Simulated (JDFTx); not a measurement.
Re under changes of volume

One of the cells (14.714 Å³/atom); the others are scaled copies at fixed shape and fractional positions:

```
Re
1.0
     2.76080    0.00000    0.00000
    -1.38040    2.39092    0.00000
     0.00000    0.00000    4.45820
Re
2
Direct
  0.66667 0.33333 0.75000
  0.33333 0.66667 0.25000
```

* Program: JDFTx 1.7.0 (patched build)
* Functional: RPBE
* Potentials or basis: PseudoDojo-SR-PBE-0.5-standard
* Cutoff: 980 eV
* Density cutoff: 7837 eV
* k mesh: 11 × 11 × 6
* Occupations: fermi-dirac, width 0.05 eV
* Spin: no spin polarisation

| volume (Å³/atom) | energy over the lowest point (meV/atom) | pressure (GPa) |
| --- | --- | --- |
| 13.831 | 136.98 | 37.6 |
| 14.125 | 77.55 | 27.3 |
| 14.420 | ? | ? |
| 14.714 | 10.77 | 9.8 |
| 15.008 | 0.00 | 2.2 |
| 15.303 | 2.27 | -4.5 |
| 15.597 | 16.28 | -10.6 |

Problem. What does the run at 14.420 Å³/atom give?

Solution. Energy over the lowest point 36.08 meV/atom; pressure 18.1 GPa.

Worked out: A Birch-Murnaghan fit of order 3 (a polynomial in V^(-2/3)) to the other rows has its minimum at 15.10 Å³/atom with B0 = V·E''(V) = 352 GPa and B' = 4.5 at fixed shape and positions, which overstates the stiffness. It gives 36.01 meV/atom at 14.420 Å³/atom, against the run's 36.08, and -dE/dV = 18.0 GPa, against 18.1.

Energies are extrapolated to zero smearing.

Caveats: the potentials were made for another functional, which shifts forces and pressure.
